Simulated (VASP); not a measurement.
# Si (P6/mmm) in VASP: further runs, part 2 of 2

VASP 6.6.1. Earlier steps stand in the parts before.

**3. Band structure, HSE03**

Input file POSCAR:

```
Si
1.0
    4.1209500000      0.0000000000      0.0000000000
   -2.0604700000      3.5688500000      0.0000000000
    0.0000000000      0.0000000000      2.6547900000
Si
2
Direct
    0.3333300000      0.6666700000      0.5000000000
    0.6666700000      0.3333300000      0.5000000000
```

Input file INCAR.step1:

```
  ALGO = Normal
  EDIFF = 1E-5
  ENCUT = 520
  GGA = PE
  ISIF = 2
  ISMEAR = -1
  LASPH = T
  LCHARG = F
  LREAL = F
  LWAVE = T
  NBANDS = 11
  NELM = 80
  PREC = Accurate
  SIGMA = 0.05
```

Input file INCAR.step2:

```
  ALGO = Normal
  EDIFF = 1E-6
  ENCUT = 520
  GGA = PE
  HFSCREEN = 0.3
  ISIF = 2
  ISMEAR = -1
  ISTART = 1
  LASPH = T
  LCHARG = F
  LHFCALC = T
  LREAL = F
  LWAVE = F
  NBANDS = 11
  NELM = 80
  PREC = Accurate
  PRECFOCK = Fast
  SIGMA = 0.05
```

Input file KPOINTS:

```
k-points
0
Gamma
  4 4 5
```

Input file KPOINTS_OPT:

```
path GMKGALHA,LM,KH
8
line-mode
reciprocal
 0.0000000000  0.0000000000  0.0000000000  G
 0.5000000000  0.0000000000  0.0000000000  M

 0.5000000000  0.0000000000  0.0000000000  M
 0.3333333333  0.3333333333  0.0000000000  K

 0.3333333333  0.3333333333  0.0000000000  K
 0.0000000000  0.0000000000  0.0000000000  G

 0.0000000000  0.0000000000  0.0000000000  G
 0.0000000000  0.0000000000  0.5000000000  A

 0.0000000000  0.0000000000  0.5000000000  A
 0.5000000000  0.0000000000  0.5000000000  L

 0.5000000000  0.0000000000  0.5000000000  L
 0.3333333333  0.3333333333  0.5000000000  H

 0.3333333333  0.3333333333  0.5000000000  H
 0.0000000000  0.0000000000  0.5000000000  A

 0.5000000000  0.0000000000  0.5000000000  L
 0.5000000000  0.0000000000  0.0000000000  M

 0.3333333333  0.3333333333  0.0000000000  K
 0.3333333333  0.3333333333  0.5000000000  H
```

Potentials or basis: VASP PAW PBE potentials, release 64 (Si).

Command:

```console
$ cat potpaw_PBE.64/Si/POTCAR > POTCAR
$ cp INCAR.step1 INCAR
$ mpirun -np 1 vasp_std > vasp.out
$ cp INCAR.step2 INCAR
$ mpirun -np 1 vasp_std > vasp.out
```

OUTCAR:

```text
EDIFF = 1E-6
   ENCUT = 520
   GGA = PE
   HFSCREEN = 0.3
   ISIF = 2
   ISMEAR = -1
   ISTART = 1
   LASPH = T
   LHFCALC = T
   LREAL = F
   NELM = 80
   PREC = Accurate
   PRECFOCK = Fast

 ion  position               nearest neighbor table
   1  0.333  0.667  0.500-   2 2.38   2 2.38   2 2.38
   2  0.667  0.333  0.500-   1 2.38   1 2.38   1 2.38

  LATTYP: Found a hexagonal cell.
[... 486 lines left out ...]
     10      16.5327      0.00000
     11      17.4076      0.00000

------------------------ aborting loop because EDIFF is reached ----------------------------------------

  FORCE on cell =-STRESS in cart. coord.  units (eV):
  Direction    XX          YY          ZZ          XY          YZ          ZX
  --------------------------------------------------------------------------------------
  -------------------------------------------------------------------------------------
  Total        0.4123095      0.4124313     -2.6013714      0.0001055      0.0000000      0.0000000
  in kB       16.9191335     16.9241298   -106.7473555      0.0043293      0.0000000      0.0000000
  external PRESSURE =     -24.3013641 kB  Pullay stress =       0.0000000 kB

 VOLUME and BASIS-vectors are now :
 -----------------------------------------------------------------------------
  energy-cutoff  :      520.00
  volume of cell :       39.04
      direct lattice vectors                 reciprocal lattice vectors
     4.120950000  0.000000000  0.000000000     0.242662493  0.140100813  0.000000000
    -2.060470000  3.568850000  0.000000000     0.000000000  0.280202306  0.000000000
     0.000000000  0.000000000  2.654790000     0.000000000  0.000000000  0.376677628

 POSITION                                       TOTAL-FORCE (eV/Angst)
 -----------------------------------------------------------------------------------
     -0.00002      2.37925      1.32740         0.000544     -0.000314     -0.000000
      2.06050      1.18960      1.32740        -0.000544      0.000314      0.000000
 -----------------------------------------------------------------------------------
    total drift:                                0.000000     -0.000000     -0.000000

  FREE ENERGIE OF THE ION-ELECTRON SYSTEM (eV)
  ---------------------------------------------------
  free  energy   TOTEN  =       -11.3712365789 eV

  energy  without entropy=      -11.3689381359  energy(sigma->0) =      -11.37008736
```

Run time: 7.1 min. Hardware: 1 thread of Intel Xeon Platinum 8375C at 2.90GHz (Ice Lake), shared host; peak memory 0.26 GiB.

Results:

* Free energy: -11.3712 eV
* Pressure: -2.4 GPa
* Band gap along the path: none (metal or under the smearing width)

Stress tensor (GPa, compression positive):
```
  1.69   0.00   0.00
  0.00   1.69   0.00
  0.00   0.00 -10.67
```

Levels at the corners of the path, in eV from the Fermi level:
```
point  band 1  band 2  band 3  band 4  band 5  band 6  band 7  band 8
    Γ  -13.83   -3.35   -3.35   -3.09    1.46    1.46    5.89    7.01
    M  -11.81   -9.92   -4.63   -1.41    6.69    7.53    7.78    8.54
    M  -11.81   -9.92   -4.63   -1.41    6.69    7.53    7.78    8.54
    K  -10.79  -10.79   -6.23    3.29    3.29    4.28    9.34    9.34
    K  -10.79  -10.79   -6.23    3.29    3.29    4.28    9.34    9.34
    Γ  -13.83   -3.35   -3.35   -3.09    1.46    1.46    5.89    7.01
    Γ  -13.83   -3.35   -3.35   -3.09    1.46    1.46    5.89    7.01
    A   -9.45   -6.60   -0.40   -0.40    1.29    3.54    4.77    4.77
    A   -9.45   -6.60   -0.40   -0.40    1.29    3.54    4.77    4.77
    L   -7.40   -5.66   -4.78   -2.93   -1.51    3.23    4.21    5.41
    L   -7.40   -5.66   -4.78   -2.93   -1.51    3.23    4.21    5.41
    H   -6.41   -6.41   -3.85   -3.85   -2.81    2.31    7.56    7.69
    H   -6.41   -6.41   -3.85   -3.85   -2.81    2.31    7.56    7.69
    A   -9.45   -6.60   -0.40   -0.40    1.29    3.54    4.77    4.77
    L   -7.40   -5.66   -4.78   -2.93   -1.51    3.23    4.21    5.41
    M  -11.81   -9.92   -4.63   -1.41    6.69    7.53    7.78    8.54
    K  -10.79  -10.79   -6.23    3.29    3.29    4.28    9.34    9.34
    H   -6.41   -6.41   -3.85   -3.85   -2.81    2.31    7.56    7.69
```

Caveat: the k mesh is coarse (spacing up to 0.47 Å⁻¹), so the values aren't converged, least of all with exact exchange; the PAW data sets were made with another functional, which shifts forces and pressure a little.
